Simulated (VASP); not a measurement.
# Fe in VASP: reference runs

How does Fe come out in PBE? The cell is run as given.

Program: VASP 6.6.1. These are calculated values, not measurements. Logs are shortened: lines on timing, memory, paths and dates and some standing lists are left out, and cuts for length are marked.

## (1) The cell of the first run

The cell holds a slab with vacuum, 8 atoms: a = 2.878 Å, b = 2.878 Å, c = 25.073 Å, α = 90.00°, β = 90.00°, γ = 90.00°.

The slab is cut from a database's or a generator's crystal, which needn't be the stable form of the element.

## (2) Single point, PBE, collinear spin, ferromagnetic start (the (1 0 0) slab of Fe, cut from the database cell, not relaxed)

Contents of INCAR:

```
PREC     = Accurate       # precision mode
ENCUT    = 520            # plane-wave cutoff, eV
EDIFF    = 1E-7           # SCF threshold, eV
ISMEAR   = -1             # smearing method
SIGMA    = 0.05           # smearing width, eV
LREAL    = False          # projectors in reciprocal space
LASPH    = True           # aspherical terms in the spheres
NELM     = 150            # most SCF steps
ALGO     = Normal         # electronic algorithm
ISIF     = 2              # what is computed and relaxed
LWAVE    = False          # write WAVECAR
LCHARG   = False          # write CHGCAR
ISPIN    = 2              # spin polarisation
MAGMOM   = 3 3 3 3 3 3 3 3 # initial moments
LORBIT   = 11             # projections on sites
LMAXMIX  = 4              # l up to which the mixer works
LDIPOL   = True         
IDIPOL   = 3            
DIPOL    = 0.5 0.5 0.500
GGA      = PE             # functional
NBANDS   = 46             # bands
```

Contents of KPOINTS:

```
regular mesh
0
Gamma
  9 9 1
```

Contents of POSCAR:

```
Fe
1.0
    2.8780000000      0.0000000000      0.0000000000
    0.0000000000      2.8780000000      0.0000000000
    0.0000000000      0.0000000000     25.0730000000
Fe
8
Direct
    0.5000000000      0.5000000000      0.2991265505
    0.0000000000      0.0000000000      0.3565189646
    0.5000000000      0.5000000000      0.4139113788
    0.0000000000      0.0000000000      0.4713037929
    0.5000000000      0.5000000000      0.5286962071
    0.0000000000      0.0000000000      0.5860886212
    0.5000000000      0.5000000000      0.6434810354
    0.0000000000      0.0000000000      0.7008734495
```

Potentials or basis: VASP PAW PBE potentials, release 64 (Fe).

On the command line:

```sh
$ cat potpaw_PBE.64/Fe/POTCAR > POTCAR
$ mpirun -np 1 vasp_std > vasp.out
```

OUTCAR:

```text
PREC = Accurate
   ENCUT = 520
   EDIFF = 1E-7
   ISMEAR = -1
   LREAL = False
   LASPH = True
   NELM = 150
   ISIF = 2
   ISPIN = 2
   LORBIT = 11
   GGA = PE

 ion  position               nearest neighbor table
   1  0.500  0.500  0.299-   2 2.49   2 2.49   2 2.49   2 2.49   3 2.88
   2  0.000  0.000  0.357-   1 2.49   1 2.49   1 2.49   1 2.49   3 2.49   3 2.49   3 2.49   3 2.49
                             4 2.88
   3  0.500  0.500  0.414-   4 2.49   4 2.49   4 2.49   4 2.49   2 2.49   2 2.49   2 2.49   2 2.49
                             5 2.88   1 2.88
   4  0.000  0.000  0.471-   3 2.49   3 2.49   3 2.49   3 2.49   5 2.49   5 2.49   5 2.49   5 2.49
                             6 2.88   2 2.88
   5  0.500  0.500  0.529-   6 2.49   6 2.49   6 2.49   6 2.49   4 2.49   4 2.49   4 2.49   4 2.49
                             3 2.88   7 2.88
   6  0.000  0.000  0.586-   5 2.49   5 2.49   5 2.49   5 2.49   7 2.49   7 2.49   7 2.49   7 2.49
                             4 2.88   8 2.88
   7  0.500  0.500  0.643-   8 2.49   8 2.49   8 2.49   8 2.49   6 2.49   6 2.49   6 2.49   6 2.49
                             5 2.88
   8  0.000  0.000  0.701-   7 2.49   7 2.49   7 2.49   7 2.49   6 2.88

  LATTYP: Found a simple tetragonal cell.
 ALAT       =     2.8780000000
 C/A-ratio  =     8.7119527450

  Lattice vectors:

 A1 = (   2.8780000000,   0.0000000000,   0.0000000000)
 A2 = (   0.0000000000,   2.8780000000,   0.0000000000)
 A3 = (   0.0000000000,   0.0000000000,  25.0730000000)

Analysis of symmetry for initial positions (statically):
=====================================================================
 Subroutine PRICEL returns:
 Original cell was already a primitive cell.

 Routine SETGRP: Setting up the symmetry group for a
 simple tetragonal supercell.

 Subroutine GETGRP returns: Found 16 space group operations
 (whereof  8 operations were pure point group operations)
 out of a pool of 16 trial point group operations.

The static configuration has the point symmetry C_4v.
 The point group associated with its full space group is D_4h.

Analysis of symmetry for dynamics (positions and initial velocities):
=====================================================================
 Subroutine PRICEL returns:
 Original cell was already a primitive cell.

 Routine SETGRP: Setting up the symmetry group for a
 simple tetragonal supercell.

 Subroutine GETGRP returns: Found 16 space group operations
 (whereof  8 operations were pure point group operations)
 out of a pool of 16 trial point group operations.

The dynamic configuration has the point symmetry C_4v.
 The point group associated with its full space group is D_4h.

Analysis of structural, dynamic, and magnetic symmetry:
=====================================================================
 Subroutine PRICEL returns:
 Original cell was already a primitive cell.

 Routine SETGRP: Setting up the symmetry group for a
 simple tetragonal supercell.

 Subroutine GETGRP returns: Found 16 space group operations
 (whereof  8 operations were pure point group operations)
 out of a pool of 16 trial point group operations.

The overall configuration has the point symmetry C_4v.
 The point group associated with its full space group is D_4h.

 Subroutine INISYM returns: Found 16 space group operations
 (whereof  8 operations are pure point group operations),
 and found     1 'primitive' translations

----------------------------------------------------------------------------------------

                                     Primitive cell

  volume of cell :     207.6768

  direct lattice vectors                    reciprocal lattice vectors
     2.878000000  0.000000000  0.000000000     0.347463516  0.000000000  0.000000000
     0.000000000  2.878000000  0.000000000     0.000000000  0.347463516  0.000000000
     0.000000000  0.000000000 25.073000000     0.000000000  0.000000000  0.039883540

  length of vectors
     2.878000000  2.878000000 25.073000000     0.347463516  0.347463516  0.039883540

  position of ions in fractional coordinates (direct lattice)
[... 72 lines left out ...]
   PREC   = accura    normal or accurate (medium, high low for compatibility)
   ISTART =      0    job   : 0-new  1-cont  2-samecut
   ICHARG =      2    charge: 1-file 2-atom 10-const
   ISPIN  =      2    spin polarized calculation?
   LNONCOLLINEAR =      F non collinear calculations
   LSORBIT =      F    spin-orbit coupling
   LASPH  =      T    aspherical Exc in radial PAW
   ENCUT  =  520.0 eV  38.22 Ry    6.18 a.u.   5.35  5.35 46.62*2*pi/ulx,y,z
   NELM   =    150;   NELMIN=  2; NELMDL= -5     # of ELM steps
   EDIFF  = 0.1E-06   stopping-criterion for ELM
   LREAL  =      F    real-space projection
   EDIFFG = 0.1E-05   stopping-criterion for IOM
   NSW    =      0    number of steps for IOM
   IBRION =     -1    ionic relax: 0-MD 1-quasi-New 2-CG
   NFREE  =      0    steps in history (QN), initial steepest desc. (CG)
   ISIF   =      2    stress and relaxation
   ISYM   =      2    0-nonsym 1-usesym 2-fastsym
   POTIM  = 0.5000    time-step for ionic-motion
   TEBEG  =    0.0;   TEEND  =   0.0 temperature during run
   PSTRESS=    0.0 pullay stress
   NELECT =      64.0000    total number of electrons
   NUPDOWN=      -1.0000    fix difference up-down
   EMIN   =  10.00;   EMAX   =-10.00  energy-range for DOS
   EFERMI =   0.00;   METHOD = LEGACY
   ISMEAR =    -1;   SIGMA  =   0.05  broadening in eV -4-tet -1-fermi 0-gaus
   EFERMI_NEDOS =   21; number of points for ismear=-14 and -15
   IALGO  =     38    algorithm
   IMIX   =      4    mixing-type and parameters
     AMIX     =   0.40;   BMIX     =  1.00
     AMIX_MAG =   1.60;   BMIX_MAG =  1.00
  volume/ion in A,a.u.               =      25.96       175.18
  Fermi-wavevector in a.u.,A,eV,Ry     =   1.105789  2.089638 16.636781  1.222769
  Thomas-Fermi vector in A             =   2.242281
   LORBIT       =     11    0 simple, 1 ext, 2 COOP (PROOUT), +10 PAW based schemes
   GGA     = PE    functional components
   LHFCALC =     F    Hartree Fock is set to
   AEXX    =    0.0000 exact exchange contribution
   IVDW    =     0    specifies the selected vdW correction
   LEPSILON=     F    determine dielectric tensor
   LRPA    =     F    only Hartree local field effects (RPA)
 spin polarized calculation
  energy-cutoff  :      520.00
  volume of cell :      207.68
 maximum number of plane-waves:      5647
 NGX is ok and might be reduce to    24

 dipolmoment           0.000000      0.000000     -0.000000 electrons x Angstroem

 number of electron      63.9999960 magnetization      20.7714448

 dipolmoment           0.000000      0.000000      0.000000 electrons x Angstroem

 Free energy of the ion-electron system (eV)
  ---------------------------------------------------
  ext. energy  EPLUGINS =         0.00000000
  ---------------------------------------------------
  free energy    TOTEN  =       -63.30551800 eV

  energy without entropy =      -63.23973136  energy(sigma->0) =      -63.27262468

 E-fermi :   0.5366     XC(G=0):  -6.7775

 val. band max:        0.5302379983   @ k =   0.2222   0.0000   0.0000
 cond. band min:       0.5469681747   @ k =   0.1111   0.0000   0.0000
 fundamental gap:      0.0167301764
 Fermi energy:         0.5366427886

 spin component 1

 k-point     1 :       0.0000    0.0000    0.0000
  band No.  band energies     occupation
      1      -7.3947      1.00000
      2      -6.7698      1.00000
      3      -5.6952      1.00000
      4      -4.5271      1.00000
      5      -3.9960      1.00000
      6      -3.9755      1.00000
[... 694 lines left out ...]
     43       2.5181      0.00000
     44       3.2951      0.00000
 Fermi energy:         0.5366427886

 spin component 2

 k-point     1 :       0.0000    0.0000    0.0000
  band No.  band energies     occupation
      1      -7.2027      1.00000
      2      -6.5309      1.00000
      3      -5.3960      1.00000
      4      -4.0328      1.00000
      5      -2.7670      1.00000
      6      -2.0567      1.00000
[... 694 lines left out ...]
     43       4.0819      0.00000
     44       4.6094      0.00000
 [bands above 44 left out]

------------------------ aborting loop because EDIFF is reached ----------------------------------------

 vacuum level on the upper side and lower side of the slab       (xc-potential included)        -0.069        -0.069

  FORCE on cell =-STRESS in cart. coord.  units (eV):
  Direction    XX          YY          ZZ          XY          YZ          ZX
  --------------------------------------------------------------------------------------
  -------------------------------------------------------------------------------------
  Total       -5.2202921     -5.2202921     -3.1160735      0.0000000      0.0000000      0.0000000
  in kB      -40.2733268    -40.2733268    -24.0397746      0.0000000      0.0000000      0.0000000
  external PRESSURE =     -34.8621427 kB  Pullay stress =       0.0000000 kB

 VOLUME and BASIS-vectors are now :
 -----------------------------------------------------------------------------
  energy-cutoff  :      520.00
  volume of cell :      207.68
      direct lattice vectors                 reciprocal lattice vectors
     2.878000000  0.000000000  0.000000000     0.347463516  0.000000000  0.000000000
     0.000000000  2.878000000  0.000000000     0.000000000  0.347463516  0.000000000
     0.000000000  0.000000000 25.073000000     0.000000000  0.000000000  0.039883540

 POSITION                                       TOTAL-FORCE (eV/Angst)
 -----------------------------------------------------------------------------------
      1.43900      1.43900      7.50000        -0.000000     -0.000000      0.494361
      0.00000      0.00000      8.93900        -0.000000     -0.000000     -0.349912
      1.43900      1.43900     10.37800         0.000000      0.000000      0.119077
      0.00000      0.00000     11.81700        -0.000000      0.000000      0.096899
      1.43900      1.43900     13.25600        -0.000000      0.000000     -0.096899
      0.00000      0.00000     14.69500        -0.000000      0.000000     -0.119077
      1.43900      1.43900     16.13400        -0.000000      0.000000      0.349912
      0.00000      0.00000     17.57300        -0.000000      0.000000     -0.494361
 -----------------------------------------------------------------------------------
    total drift:                                0.000000      0.000000      0.000000

  FREE ENERGIE OF THE ION-ELECTRON SYSTEM (eV)
  ---------------------------------------------------
  free  energy   TOTEN  =       -63.3055180037 eV

  energy  without entropy=      -63.2397313580  energy(sigma->0) =      -63.27262468

 vacuum level on the upper side and lower side of the slab         4.258         4.258

 total charge

# of ion       s       p       d       tot
------------------------------------------
    1        0.442   0.312   6.113   6.867
    2        0.466   0.488   6.225   7.179
    3        0.469   0.500   6.203   7.172
    4        0.468   0.501   6.206   7.174
    5        0.468   0.501   6.206   7.174
    6        0.469   0.500   6.203   7.172
    7        0.466   0.488   6.225   7.179
    8        0.442   0.312   6.113   6.867
--------------------------------------------------
tot          3.690   3.600  49.494  56.784

 magnetization (x)

# of ion       s       p       d       tot
------------------------------------------
    1        0.010   0.001   2.996   3.007
    2       -0.015  -0.050   2.502   2.437
    3       -0.010  -0.054   2.518   2.454
    4       -0.013  -0.058   2.438   2.367
    5       -0.013  -0.058   2.438   2.367
    6       -0.010  -0.054   2.518   2.454
    7       -0.015  -0.050   2.502   2.437
    8        0.010   0.001   2.996   3.007
--------------------------------------------------
tot         -0.057  -0.321  20.909  20.530
```

Wall time 17 min (1 thread of Intel Xeon Platinum 8488C (Sapphire Rapids), shared host); peak memory 0.51 GiB.

Results:

| Property | Result |
| --- | --- |
| Free energy | -63.3055 eV |
| Largest force | 0.494 eV/Å |
| Band gap on the k mesh | none (metal or under the smearing width) |
| Net moment | 20.77 μB per cell |
| Site moments | Fe +3.01, +2.44, +2.45, +2.37 μB |
| Valence electrons inside the program's atomic spheres | Fe 6.87, 7.18, 7.17 |

Forces in eV/Å, atoms in the order of the input:
```
Fe   0.000  0.000  0.494
Fe   0.000  0.000 -0.350
Fe   0.000  0.000  0.119
Fe   0.000  0.000  0.097
Fe   0.000  0.000 -0.097
Fe   0.000  0.000 -0.119
Fe   0.000  0.000  0.350
Fe   0.000  0.000 -0.494
```
